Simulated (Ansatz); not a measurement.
# LiF: the cost of one run

Program: Ansatz 0.2.0. Level of theory: DFT, scalar-relativistic, functionals as named in each step. These are calculated values, not measurements.

## 1. The starting structure

Symmetry: Fm-3m, No. 225, cubic system. The conventional cell has a = 4.028 Å, b = 4.028 Å, c = 4.028 Å, α = 90.00°, β = 90.00°, γ = 90.00°. Li (site symmetry m-3m) is surrounded by 6 F at 2.01 Å. F (site symmetry m-3m) has 6 Li at 2.01 Å in its first shell of neighbours.

As a file:

```xyz
2
Lattice="0.0000 2.0140 2.0140 2.0140 0.0000 2.0140 2.0140 2.0140 0.0000" Properties=species:S:1:pos:R:3 pbc="T T T"
Li    0.0000    0.0000    0.0000
F     2.0140    2.0140    2.0140
```

Atoms are numbered in the order of the input: Li1, F2.

## 2. LDA, LAPW

input.yaml

```yaml
crystal:
  lattice:
    - [0.0, 2.014, 2.014]
    - [2.014, 0.0, 2.014]
    - [2.014, 2.014, 0.0]
  atoms:
    - { symbol: Li, position: [0.0, 0.0, 0.0] }
    - { symbol: F, position: [0.5, 0.5, 0.5] }
kpoints:
  mp_grid: { grid: [10, 10, 10] }
  band_path:
    path:
      - [0.0, 0.0, 0.0]
      - [0.5, 0.0, 0.5]
      - [0.625, 0.25, 0.625]
      - [0.375, 0.375, 0.75]
      - [0.0, 0.0, 0.0]
      - [0.5, 0.5, 0.5]
      - [0.5, 0.25, 0.75]
      - [0.5, 0.0, 0.5]
    npoints: 5
scf:
  occupations: { method: fermi_dirac, width: 0.03 }
hamiltonian:
  xc: lda
  pseudopotentials: { kind: all_electron, lapw: { basis_error: 0.001 } }
output:
  forces: true
  stress: true
  eigenvalues: true
```

Started as:

```sh
$ ansatz run input.yaml --threads 1 --pin off --max-ram 2048MiB --backend cpu --events-out ev --progress --plain --runs-dir out
```

What time and memory should one allow on 1 thread of AMD EPYC 9R45 (Zen 5), shared host?

About 1.3 s, with a peak of 0.28 GiB.
